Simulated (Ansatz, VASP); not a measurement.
# One calculation of Ag, two programs

```
Ag
1.0
     0.00000    2.04310    2.04310
     2.04310    0.00000    2.04310
     2.04310    2.04310    0.00000
Ag
1
Direct
  0.00000 0.00000 0.00000
```

Alike in both runs: task single point; functional PBE; k mesh 22 × 22 × 22; occupations gaussian, width 0.15 eV; no spin polarisation.

|  | VASP | Ansatz |
| --- | --- | --- |
| version | VASP 6.6.1 | Ansatz 0.2.0 |
| potentials or method | VASP PAW PBE potentials, release 64 (Ag) | scalar-relativistic, plane waves, PAW |
| plane-wave cutoff (eV) | 520 | 420 |
| valence electrons in the cell | 11 | 19 |

Ansatz gave:

```
gap on the k mesh at the Fermi level (eV) : none
pressure (GPa)                            : 4.7
```

**Question.** Estimate VASP's values.

**Answer.** gap on the k mesh at the Fermi level (eV): none; pressure (GPa): 4.6.

A gap of «none» marks a metal or a gap that the smearing closes. The two sets of potentials don't hold the same shells in valence.
